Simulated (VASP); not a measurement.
Set up this calculation in VASP 6.6.1, as the native input.

```yaml
Task: Berry-phase polarisation
Functional: PBE
Potentials_or_basis: VASP PAW PBE potentials, release 64 (Sn_d, Se)
Cutoff: 520 eV
k_mesh: 8 × 8 × 5
Occupations: gaussian, width 0.02 eV
Spin: no spin polarisation
Further_INCAR_settings: ALGO = Normal; EDIFF = 1e-07
```

The structure of SnSe2 lies in POSCAR:

```
SnSe2
1.0
    3.8110000000      0.0000000000      0.0000000000
   -1.9055000000      3.3004228138      0.0000000000
    0.0000000000      0.0000000000      6.1360000000
Sn Se
1 2
Direct
    0.0000000000      0.0000000000      0.0000000000
    0.6666666667      0.3333333333      0.7510000000
    0.3333333333      0.6666666667      0.2490000000
```

These files were run (other wordings do the same):

INCAR

```
PREC = Accurate
ENCUT = 520
EDIFF = 1E-7
ISMEAR = 0
SIGMA = 0.02
LREAL = False
LASPH = True
NELM = 100
ALGO = Normal
ISIF = 2
LWAVE = False
LCHARG = False
GGA = PE
LCALCPOL = True
```

KPOINTS

```
regular mesh
0
Gamma
  8 8 5
```

Potentials or basis: VASP PAW PBE potentials, release 64 (Sn_d, Se).

Command:

```sh
$ cat potpaw_PBE.64/Sn_d/POTCAR potpaw_PBE.64/Se/POTCAR > POTCAR
$ mpirun -np 1 vasp_std > vasp.out
```

It took 80 s on 1 thread of Intel(R) Xeon(R) Platinum 8375C CPU @ 2.90GHz (Ice Lake), with other jobs on the host, peak memory 0.25 GiB.
